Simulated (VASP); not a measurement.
BaTiO3:

```xyz
5
Lattice="3.9998 0.0000 0.0000 0.0000 3.9998 0.0000 0.0000 0.0000 4.0180" Properties=species:S:1:pos:R:3 pbc="T T T"
Ba    0.0000    0.0000    0.0000
Ti    1.9999    1.9999    1.9688
O     1.9999    1.9999    0.0763
O     1.9999    0.0000    2.0773
O     0.0000    1.9999    2.0773
```

```yaml
Program: VASP 6.6.1
Task: relaxation of cell and atoms
Functional: PBEsol
Potentials_or_basis: VASP PAW PBE potentials, release 64 (Ba_sv, Ti_sv, O)
Cutoff: 600 eV
k_mesh: 8 × 8 × 8
Occupations: gaussian, width 0.03 eV
Spin: no spin polarisation
```

At the start: pressure -2.2 GPa; volume 12.86 Å³/atom.

Problem. Where does the relaxation end?

Solution. Over 13 steps the energy falls by 3.0 meV/atom and the volume is 12.79 Å³/atom (-0.5 %); space group P4mm (No. 99, to 0.05 Å).

The path:
| step | energy change (eV) | largest force (eV/Å) | pressure (GPa) | volume (Å³) |
| --- | --- | --- | --- | --- |
| 1 | 0.0000 | 0.3270 | -2.15 | 64.28 |
| 2 | -0.0031 | 0.0389 | 2.65 | 62.69 |
| 3 | -0.0086 | 0.1429 | 0.46 | 63.38 |
| 4 | -0.0112 | 0.0847 | 0.32 | 63.51 |
| 5 | -0.0125 | 0.0977 | 0.08 | 63.79 |
| 6 | -0.0127 | 0.0942 | 0.10 | 63.71 |
| 7 | -0.0137 | 0.0544 | -0.07 | 63.84 |
| 8 | -0.0141 | 0.0693 | -0.37 | 64.05 |
| 9 | -0.0145 | 0.0625 | 0.06 | 63.93 |
| 10 | -0.0145 | 0.0629 | 0.08 | 63.93 |
| 11 | -0.0147 | 0.0363 | 0.05 | 63.95 |
| 12 | -0.0148 | 0.0297 | 0.01 | 63.96 |
| 13 | -0.0149 | 0.0058 | 0.02 | 63.97 |

Final structure:
```yaml
crystal:
  lattice:
    - [3.96645, 0.00000, 0.00000]
    - [0.00000, 3.96645, 0.00000]
    - [0.00000, 0.00000, 4.06626]
  atoms:
    - { symbol: Ba, position: [0.00000, 0.00000, 0.99865] }
    - { symbol: Ti, position: [0.50000, 0.50000, 0.48200] }
    - { symbol: O, position: [0.50000, 0.50000, 0.02903] }
    - { symbol: O, position: [0.50000, 0.00000, 0.51666] }
    - { symbol: O, position: [0.00000, 0.50000, 0.51666] }
```

Caveat: the PAW data sets were made with another functional, which shifts forces and pressure a little.
